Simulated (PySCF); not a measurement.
A side-by-side comparison of computed properties.

First species: 1,3-cyclohexadiene, C6H8.
SMILES with atom numbers: `[CH:1]1=[CH:2][CH2:3][CH2:4][CH:5]=[CH:6]1` (hydrogens: H7 on C1; H8 on C2; H9, H10 on C3; H11, H12 on C4; H13 on C5; H14 on C6)

Structure used (GFN2-xTB), in Å, numbered top down from 1:
```
atom  x, y, z in Å
C1     0.9122    1.0934   -0.6292
C2    -0.3934    1.2920   -0.4637
C3    -1.2224    0.3253    0.3302
C4    -0.6767   -1.0983    0.2135
C5     0.8189   -1.1191    0.3370
C6     1.5514   -0.0898   -0.0821
H7     1.5277    1.8034   -1.1621
H8    -0.8836    2.1784   -0.8384
H9    -1.2021    0.6428    1.3808
H10   -2.2632    0.3547    0.0035
H11   -0.9429   -1.5162   -0.7659
H12   -1.1325   -1.7361    0.9725
H13    1.2753   -2.0209    0.7187
H14    2.6306   -0.1098   -0.0371
```

Second species: 2-ethyl-1,3-butadiene, C6H10.
Z-matrix (Å and degrees, GFN2-xTB geometry), rows numbered from 1:
```
C 
C   1  1.3281
C   2  1.4568  1  126.69
C   3  1.3330  2  119.86  1  -178.81
C   3  1.5048  2  119.40  1     2.71
C   5  1.5297  3  110.99  2    79.05
H   1  1.0764  2  122.96  3     0.06
H   1  1.0770  2  121.24  3   179.99
H   2  1.0834  1  118.86  3  -179.72
H   4  1.0773  3  122.00  2    -0.02
H   4  1.0770  3  121.79  2   179.95
H   5  1.0914  3  109.98  2   -42.61
H   5  1.0916  3  109.18  2  -160.78
H   6  1.0871  5  110.72  3   -60.45
H   6  1.0880  5  110.10  3    59.15
H   6  1.0880  5  110.41  3   179.06
```

Levels: PBE0/def2-SVPD for dipole moment, HOMO energy, LUMO energy, HOMO–LUMO gap, static isotropic polarisability and electronic spatial extent ⟨r²⟩ about the centre of nuclear charge; TDDFT PBE0/def2-SVPD for lowest singlet excitation; TDA PBE0/def2-SVPD for lowest triplet excitation (Tamm–Dancoff); GFN2-xTB for rotational constant A and rotational constant C. Geometries: GFN2-xTB. Each species is one conformer at its optimised geometry, gas phase, non-relativistic unless stated. Electronic properties by PySCF.

The conformers computed, where there is a choice (atom-mapped SMILES and torsion angles):
- `[CH2:1]=[CH:2][C:3](=[CH2:4])[CH2:5][CH3:6]`: C1–C2–C3–C4 -179°, C2–C3–C5–C6 79°

```
                                                         property   column X   column Y
                                                    dipole moment     0.49 D     0.27 D
                                                      HOMO energy   -6.17 eV   -6.71 eV
                                                      LUMO energy   -0.70 eV   -0.81 eV
                                                    HOMO–LUMO gap    5.47 eV    5.90 eV
                                        lowest singlet excitation    4.77 eV    5.72 eV
                         lowest triplet excitation (Tamm–Dancoff)    2.84 eV    3.18 eV
                                  static isotropic polarisability    67.7 au    76.1 au
electronic spatial extent ⟨r²⟩ about the centre of nuclear charge  501 bohr²  656 bohr²
                                            rotational constant A  5.168 GHz  4.144 GHz
                                            rotational constant C  2.730 GHz  2.081 GHz
```

**Question.** Which column belongs to which species?

**Answer.** Column X is the first species and column Y the second. The first has 14 atoms and 44 electrons, the second 16 and 46.

**Question.** How does each property change from the first species to the second?

**Answer.** dipole moment -0.22 D; HOMO energy -0.54 eV; LUMO energy -0.11 eV; HOMO–LUMO gap +0.43 eV; lowest singlet excitation +0.95 eV; lowest triplet excitation (Tamm–Dancoff) +0.34 eV; static isotropic polarisability +8.4 au; electronic spatial extent ⟨r²⟩ about the centre of nuclear charge +155 bohr²; rotational constant A -1.024 GHz; rotational constant C -0.649 GHz.

On the first: The principal polarisabilities are 50.2, 76.1 and 76.7 au; their mean is the isotropic value. The 8 singlets span 4.77 to 7.09 eV, and their oscillator strengths add up to 0.20.

On the second: S1 lies 0.18 eV below the HOMO–LUMO gap; its leading configuration is HOMO→LUMO, weight 0.96. A dipole of 0.27 D is allowed in C1, and pure rotational transitions are dipole-allowed.
